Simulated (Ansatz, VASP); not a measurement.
TaN: VASP beside Ansatz

The input INCAR:

```
SYSTEM = TaN
PREC = Accurate
ENCUT = 520
EDIFF = 1E-6
ISMEAR = 1
SIGMA = 0.1
LREAL = .False.
LASPH = .True.
NELM = 80
ALGO = Normal
ISIF = 2
LWAVE = .False.
LCHARG = .True.
GGA = PE
LELF = .True.
LVHAR = .True.
NBANDS = 24
```

KPOINTS

```
regular mesh
0
Gamma
  15 15 8
  0 0 0
```

Contents of POSCAR:

```
TaN
1.0
    3.0500010905      0.0000000000      0.0000000000
   -1.5250005453      2.6413784260      0.0000000000
    0.0000000000      0.0000000000      4.9400000000
Ta N
2 2
Direct
    0.3333333333      0.6666666667      0.0000000000
    0.6666666667      0.3333333333      0.5000000000
    0.3333333333      0.6666666667      0.3850000000
    0.6666666667      0.3333333333      0.8850000000
```

Input for Ansatz:

```yaml
crystal:
  lattice:
    - [3.0500010905, 0.0, 0.0]
    - [-1.5250005453, 2.641378426, 0.0]
    - [0.0, 0.0, 4.94]
  atoms:
    - { symbol: Ta, position: [0.3333333333, 0.6666666667, 0.0] }
    - { symbol: Ta, position: [0.6666666667, 0.3333333333, 0.5] }
    - { symbol: "N", position: [0.3333333333, 0.6666666667, 0.385] }
    - { symbol: "N", position: [0.6666666667, 0.3333333333, 0.885] }
basis:
  ecutwfc: 420
kpoints:
  mp_grid: { grid: [15, 15, 8] }
hamiltonian:
  xc: pbe
scf:
  occupations: { method: cold, width: 0.1 }
output:
  forces: true
  stress: true
  eigenvalues: true
```

Alike in both runs: task single point; functional PBE; k mesh 15 × 15 × 8; no spin polarisation.

```csv
,VASP,Ansatz
version,VASP 6.6.1,Ansatz 0.2.0
potentials or method,"VASP PAW PBE potentials, release 64 (Ta_pv, N)","scalar-relativistic, plane waves, PAW"
plane-wave cutoff (eV),520,420
occupations,"methfessel-paxton of order 1, width 0.1 eV","cold, width 0.1 eV"
valence electrons in the cell,32,36
```

Ansatz gave:

| Quantity | Value |
| --- | --- |
| gap on the k mesh at the Fermi level (eV) | none |
| rms of the force components (eV/Å) | 1.360 |

Task: Which values does VASP return?

Result: gap on the k mesh at the Fermi level (eV): none; rms of the force components (eV/Å): 1.383.

Atom by atom the forces differ by 0.022 eV/Å (rms over components). A gap of «none» marks a metal or a gap that the smearing closes. The two sets of potentials don't hold the same shells in valence.

Caveats: forces of over 1 eV/Å show positions far from the minimum, so gaps and moduli don't describe the material at rest. Spin-orbit coupling is left out, which matters for the levels of Ta.
